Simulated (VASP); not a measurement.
# Cs (I4/mmm) in VASP: settings compared, part 2 of 2

VASP 6.6.1. Earlier steps stand in the parts before.

**4. Optical spectrum, TB-mBJ, non-collinear spin, ferromagnetic start**

Input file POSCAR:

```
Cs
5.6492
   -0.486807948028      0.486807948028      0.725277734901
    0.486807948028     -0.486807948028      0.725277734901
    0.486807948028      0.486807948028     -0.725277734901
Cs
1
Direct
    0.0000000000      0.0000000000      0.0000000000
```

Input file INCAR.step1:

```
SYSTEM = Cs
ALGO     = Normal         ! electronic algorithm
EDIFF    = 1E-5           ! SCF threshold, eV
ENCUT    = 520            ! plane-wave cutoff, eV
GGA      = PE             ! functional
ISIF     = 2              ! what is computed and relaxed
ISMEAR   = -1             ! smearing method
LASPH    = .TRUE.         ! aspherical terms in the spheres
LCHARG   = .FALSE.        ! write CHGCAR
LNONCOLLINEAR= .TRUE.         ! non-collinear magnetism
LORBIT   = 11             ! projections on sites
LREAL    = .FALSE.        ! projectors in reciprocal space
LWAVE    = .TRUE.         ! write WAVECAR
MAGMOM   = 0.289 0.289 0.289 ! initial moments
NBANDS   = 57             ! bands
NELM     = 80             ! most SCF steps
PREC     = Accurate       ! precision mode
SIGMA    = 0.05           ! smearing width, eV
```

Input file INCAR.step2:

```
SYSTEM = Cs
ALGO     = Normal         ! electronic algorithm
CSHIFT   = 0.05         
EDIFF    = 1E-7           ! SCF threshold, eV
ENCUT    = 520            ! plane-wave cutoff, eV
ISIF     = 2              ! what is computed and relaxed
ISMEAR   = -1             ! smearing method
ISTART   = 1            
LASPH    = .TRUE.         ! aspherical terms in the spheres
LCHARG   = .FALSE.        ! write CHGCAR
LNONCOLLINEAR= .TRUE.         ! non-collinear magnetism
LOPTICS  = .TRUE.         ! frequency-dependent dielectric function
LORBIT   = 11             ! projections on sites
LREAL    = .FALSE.        ! projectors in reciprocal space
LWAVE    = .FALSE.        ! write WAVECAR
MAGMOM   = 0.289 0.289 0.289 ! initial moments
METAGGA  = MBJ            ! meta-GGA
NBANDS   = 57             ! bands
NEDOS    = 1000           ! points of the DOS
NELM     = 80             ! most SCF steps
PREC     = Accurate       ! precision mode
SIGMA    = 0.05           ! smearing width, eV
```

Input file KPOINTS:

```
k-points
0
G
  5 5 5
  0 0 0
```

Potentials or basis: VASP PAW PBE potentials, release 64 (Cs_sv).

Started as:

```
$ cat potpaw_PBE.64/Cs_sv/POTCAR > POTCAR
$ cp INCAR.step1 INCAR
$ mpirun -np 1 vasp_ncl > vasp.out
$ cp INCAR.step2 INCAR
$ mpirun -np 1 vasp_ncl > vasp.out
```

OUTCAR:

```text
SYSTEM = Cs
   EDIFF = 1E-7
   ENCUT = 520
   ISIF = 2
   ISMEAR = -1
   ISTART = 1
   LASPH = .TRUE.
   LNONCOLLINEAR = .TRUE.
   LORBIT = 11
   LREAL = .FALSE.
   METAGGA = MBJ
   NELM = 80
   PREC = Accurate

 ion  position               nearest neighbor table
   1  0.000  0.000  0.000-

  LATTYP: Found a body centered tetragonal cell.
 ALAT       =     5.5001509200
 C/A-ratio  =     1.4898642018

  Lattice vectors:

 A1 = (  -2.7500754600,   2.7500754600,   4.0972389800)
 A2 = (   2.7500754600,  -2.7500754600,   4.0972389800)
 A3 = (   2.7500754600,   2.7500754600,  -4.0972389800)

Analysis of symmetry for initial positions (statically):
=====================================================================
 Subroutine PRICEL returns:
 Original cell was already a primitive cell.

 Routine SETGRP: Setting up the symmetry group for a
 body centered tetragonal supercell.

 Subroutine GETGRP returns: Found 16 space group operations
 (whereof 16 operations were pure point group operations)
 out of a pool of 16 trial point group operations.

The static configuration has the point symmetry D_4h.

Analysis of symmetry for dynamics (positions and initial velocities):
=====================================================================
 Subroutine PRICEL returns:
 Original cell was already a primitive cell.

 Routine SETGRP: Setting up the symmetry group for a
 body centered tetragonal supercell.
[... 791 lines left out ...]
       0.004      -0.000      -0.000
      -0.000       0.004      -0.000
      -0.000      -0.000       0.003

  frequency dependent IMAGINARY DIELECTRIC FUNCTION (independent particle, no local field effects) density-density
     E(ev)      X         Y         Z        XY        YZ        ZX
  --------------------------------------------------------------------------------------------------------------
     0.00000    -0.00010    -0.00010    -0.00009    -0.00000    -0.00000    -0.00000
     0.51410     0.97165     0.97165     0.78140     0.00006    -0.01305    -0.01305
     1.02819     0.13660     0.13660     0.14620    -0.00067     0.00411     0.00411
     1.54229     3.09121     3.09121     1.83094    -0.02677    -0.01452    -0.01452
     2.05639     2.35280     2.35280     0.92135    -0.01138     0.00073     0.00073
     2.57048     0.11432     0.11432     0.19194    -0.00088    -0.00194    -0.00194
[... 92 lines left out ...]
    50.38148     0.00000     0.00000     0.00000     0.00000     0.00000     0.00000
    50.89557     0.00000     0.00000     0.00000     0.00000     0.00000     0.00000

  frequency dependent      REAL DIELECTRIC FUNCTION (independent particle, no local field effects) density-density
     E(ev)        X           Y           Z          XY          YZ          ZX
  --------------------------------------------------------------------------------------------------------------
     0.00000     3.16076     3.16076     3.30897    -0.00112    -0.00325    -0.00323
     0.51410     3.31260     3.31260     3.47637    -0.00128    -0.01083    -0.01083
     1.02819     4.51512     4.51512     5.07753    -0.00082     0.01166     0.01166
     1.54229    -0.56996    -0.56996    -1.64023     0.00288     0.00908     0.00908
     2.05639    -0.33700    -0.33700    -0.60623    -0.00059     0.00044     0.00044
     2.57048     0.91612     0.91612     0.94710     0.00157     0.00044     0.00044
[... 92 lines left out ...]
    50.38148     0.96049     0.96049     0.96039     0.00000     0.00001     0.00001
    50.89557     0.96137     0.96137     0.96128     0.00000     0.00001     0.00001

  frequency dependent IMAGINARY DIELECTRIC FUNCTION (independent particle, no local field effects) current-current
     E(ev)      X         Y         Z        XY        YZ        ZX
  --------------------------------------------------------------------------------------------------------------
     0.00000     0.01059     0.01059     0.00981    -0.00223    -0.00555    -0.00553
     0.51410     1.07729     1.07729     0.83472    -0.00025    -0.01577    -0.01577
     1.02819     0.21682     0.21682     0.23434     0.00022     0.00957     0.00957
     1.54229     2.82188     2.82188     1.49807    -0.01723    -0.01233    -0.01233
     2.05639     2.18770     2.18770     0.81095    -0.00609     0.00024     0.00024
     2.57048     0.11775     0.11775     0.19942    -0.00046    -0.00134    -0.00134
[... 92 lines left out ...]
    50.38148     0.00000     0.00000     0.00000    -0.00000    -0.00000    -0.00000
    50.89557     0.00000     0.00000     0.00000    -0.00000    -0.00000    -0.00000

  frequency dependent      REAL DIELECTRIC FUNCTION (independent particle, no local field effects) current-current
     E(ev)        X           Y           Z          XY          YZ          ZX
  --------------------------------------------------------------------------------------------------------------
     0.00000     3.22148     3.22148     3.36741    -0.00117    -0.00399    -0.00399
     0.51410     3.07663     3.07663     3.30117    -0.00129    -0.00651    -0.00651
     1.02819     4.57797     4.57797     5.15863    -0.00093     0.01099     0.01099
     1.54229    -0.79771    -0.79771    -1.75167     0.00546     0.01052     0.01052
     2.05639    -0.48635    -0.48635    -0.65716     0.00008     0.00037     0.00037
     2.57048     0.91721     0.91720     0.94278     0.00160     0.00053     0.00053
[... 92 lines left out ...]
    50.38148     0.96049     0.96049     0.96039     0.00000     0.00001     0.00001
    50.89557     0.96137     0.96137     0.96127     0.00000     0.00001     0.00001

 total charge

# of ion       s       p       d       tot
------------------------------------------
    1        2.173   4.757   0.011   6.941

 magnetization (x)

# of ion       s       p       d       tot
------------------------------------------
    1        0.000  -0.000  -0.000  -0.000

 magnetization (y)

# of ion       s       p       d       tot
------------------------------------------
    1        0.000   0.000  -0.000   0.000

 magnetization (z)

# of ion       s       p       d       tot
------------------------------------------
    1        0.000   0.000  -0.000   0.000
```

OUTCAR.step1:

```text
SYSTEM = Cs
   EDIFF = 1E-5
   ENCUT = 520
   GGA = PE
   ISIF = 2
   ISMEAR = -1
   LASPH = .TRUE.
   LNONCOLLINEAR = .TRUE.
   LORBIT = 11
   LREAL = .FALSE.
   NELM = 80
   PREC = Accurate

[... 818 lines left out ...]

 total charge

# of ion       s       p       d       tot
------------------------------------------
    1        1.853   4.683   0.007   6.543

 magnetization (x)

# of ion       s       p       d       tot
------------------------------------------
    1       -0.000  -0.000  -0.000  -0.000

 magnetization (y)

# of ion       s       p       d       tot
------------------------------------------
    1       -0.000  -0.000  -0.000  -0.000

 magnetization (z)

# of ion       s       p       d       tot
------------------------------------------
    1       -0.000  -0.000  -0.000  -0.000
```

OSZICAR.step1:

```text
N       E                     dE             d eps       ncg     rms          rms(c)
DAV:   1     0.555211261467E+02    0.55521E+02   -0.24489E+03  7182   0.230E+02
DAV:   2     0.426119764583E+01   -0.51260E+02   -0.46885E+02  8798   0.581E+01
DAV:   3    -0.785454707487E+00   -0.50467E+01   -0.49872E+01  8842   0.193E+01
DAV:   4    -0.837892297682E+00   -0.52438E-01   -0.52423E-01  8388   0.210E+00
DAV:   5    -0.838155822176E+00   -0.26352E-03   -0.26352E-03  8443   0.156E-01    0.128E+00
DAV:   6    -0.868487207343E+00   -0.30331E-01   -0.24951E-02  8143   0.338E-01    0.295E-01
DAV:   7    -0.872563329383E+00   -0.40761E-02   -0.33669E-03  7821   0.153E-01    0.939E-02
DAV:   8    -0.873307471753E+00   -0.74414E-03   -0.83273E-04  8086   0.554E-02    0.663E-02
DAV:   9    -0.873652380544E+00   -0.34491E-03   -0.56526E-04  8209   0.489E-02    0.299E-02
DAV:  10    -0.873690087988E+00   -0.37707E-04   -0.45905E-05  8024   0.131E-02    0.103E-02
DAV:  11    -0.873699432834E+00   -0.93448E-05   -0.28734E-05  8103   0.770E-03
   1 F= -.87369943E+00 E0= -.87176890E+00  d E =-.386108E-02  mag=    -0.0003    -0.0003    -0.0003
```

It took 35 min on 1 thread of Intel Xeon Platinum 8488C (Sapphire Rapids), shared host; peak memory 1 GiB.

Results:

```yaml
Band_gap_on_the_k_mesh: none (metal or under the smearing width)
Net_moment: 0.00 μB per cell
Valence_electrons_inside_the_program's_atomic_spheres: Cs 6.94
```

Levels at points of the mesh, in eV from the Fermi level:
```
           k point  band 4  band 5  band 6  band 7  band 8  band 9  band 10  band 11  band 12  band 13
(0.00, 0.00, 0.00)  -11.43  -11.43  -11.43  -11.43  -11.43   -1.59    -1.59     1.93     1.93     2.09
```

Dielectric function (mean over the directions given):
| energy (eV) | real part | imaginary part |
| --- | --- | --- |
| 0.26 | 3.34 | 0.02 |
| 1.29 | 4.60 | 7.29 |
| 2.31 | 0.38 | 0.13 |
| 3.34 | 0.94 | 0.70 |
| 4.37 | 1.08 | 0.11 |
| 5.45 | 1.22 | 0.00 |
| 6.48 | 1.33 | 0.03 |
| 7.51 | 1.43 | 0.00 |
| 8.53 | 1.53 | 0.01 |
| 9.56 | 1.66 | 0.00 |
| 10.64 | 1.93 | 0.01 |
| 11.67 | 2.62 | 1.03 |
| 12.70 | 1.72 | 1.12 |
| 13.73 | 1.20 | 3.58 |
| 14.75 | 1.47 | 4.66 |
| 15.83 | -0.42 | 0.54 |
| 16.86 | 0.68 | 0.44 |
| 17.89 | 0.46 | 0.34 |
| 18.92 | 0.61 | 0.17 |
| 20.00 | 0.69 | 0.19 |

Moments on the atoms (μB; x, y, z):
```
Cs  0.00 0.00 0.00
```

Caveat: spectra need much finer meshes, so this one isn't converged; independent-particle spectra lack excitons; the intraband (Drude) part of a metal's response may be missing; the PAW data sets were made with another functional, which shifts forces and pressure a little. The run has no spin-orbit coupling, so splittings on Cs are missing.

**5. For comparison**

An earlier run on the cell as given: functional PBE; potentials or basis VASP PAW PBE potentials, release 64 (Cs_sv); cutoff 520 eV; k mesh 7 × 7 × 7; occupations fermi-dirac, width 0.05 eV; no spin polarisation.

- Pressure: -0.1 GPa
- Band gap on the k mesh: none (metal or under the smearing width)

**6. The runs side by side**

```csv
task,level,potentials or basis,spin,k mesh,cutoff (eV),smearing,monkhorst-Pack mesh,other keys,gap on the mesh (eV)
equation of state,PBE+D3(BJ),"VASP PAW PBE potentials, release 64 (Cs_sv_GW)",off,7 × 7 × 7,550,gaussian 0.1 eV,yes,ISYM = 1; shifted = yes,-
optical spectrum,TB-mBJ,"VASP PAW PBE potentials, release 64 (Cs_sv)","non-collinear, ferromagnetic start",5 × 5 × 5,520,fermi-dirac 0.05 eV,-,-,none
single point,PBE,"VASP PAW PBE potentials, release 64 (Cs_sv)",off,7 × 7 × 7,520,fermi-dirac 0.05 eV,-,-,none
```

Alike in all rows: cell as given.

Caveats: spectra need much finer meshes, so this one isn't converged (some runs); independent-particle spectra lack excitons (some runs); the intraband (Drude) part of a metal's response may be missing (some runs); the PAW data sets were made with another functional, which shifts forces and pressure a little (some runs).

Absolute energies hang on the potentials; compare differences alone.
